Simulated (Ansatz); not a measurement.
The system is Al2O3 (Corundum).

```
CELL_PARAMETERS angstrom
2.38025 1.37424 4.33187
-2.38025 1.37424 4.33187
0.00000 -2.74848 4.33187
ATOMIC_POSITIONS crystal
Al 0.85216 0.85216 0.85216
Al 0.64784 0.64784 0.64784
Al 0.14784 0.14784 0.14784
Al 0.35216 0.35216 0.35216
O 0.05668 0.75000 0.44332
O 0.75000 0.44332 0.05668
O 0.44332 0.05668 0.75000
O 0.94332 0.25000 0.55668
O 0.25000 0.55668 0.94332
O 0.55668 0.94332 0.25000
```

| Quantity | Value |
| --- | --- |
| Program | Ansatz 0.2.0 |
| Task | single point |
| Functional | PBE |
| Potentials or basis | Ansatz PAW |
| Cutoff | 420 eV (not typed: the program's choice for these potentials) |
| k mesh | 7 × 7 × 7 |
| Occupations | fermi-dirac, width 0.05 eV |
| Spin | no spin polarisation |

On this cell: pressure 7.3 GPa; largest force 0.029 eV/Å; band gap on the k mesh 6.22 eV, direct.

The same run follows on a disturbed copy (atoms moved at random, drawn with an rms of 0.05 Å):

```xyz
10
Lattice="2.3803 1.3742 4.3319 -2.3803 1.3742 4.3319 0.0000 -2.7485 4.3319" Properties=species:S:1:pos:R:3 pbc="T T T"
Al   -0.0205   -0.0100   11.0659
Al    0.0016   -0.0146    8.4324
Al    0.0072    0.0351    1.9340
Al   -0.0008   -0.0181    4.5955
O    -1.6245   -0.1037    5.4017
O     0.7295    1.5010    5.4725
O     0.9547   -1.3794    5.4668
O     1.5858    0.0726    7.5546
O    -0.7465   -1.5241    7.5806
O    -0.9627    1.3782    7.5985
```

Question: What does the disturbed cell give?

Answer: The energy moves by +16.7 meV/atom; pressure 8.2 GPa; largest force 1.302 eV/Å; band gap on the k mesh 6.08 eV, direct.

Forces on the atoms (eV/Å):
```
Al   0.397  0.127  0.497
Al  -0.283  0.011 -0.189
Al  -0.248 -0.908  0.188
Al   0.210  0.267 -0.155
O   -0.572  0.093  0.466
O   -0.175 -0.510 -0.919
O   -0.552  0.363 -1.122
O    0.951  0.320  0.392
O    0.008  0.761  0.484
O    0.265 -0.525  0.358
```

Stress tensor (GPa, compression positive):
```
 9.38  0.36 -0.80
 0.36  7.16 -0.65
-0.80 -0.65  8.01
```

Caveats: odd divisions of the mesh miss points on the zone boundary, where band edges often lie, so the gap on the mesh can be too wide.

A k mesh can miss the band edges.
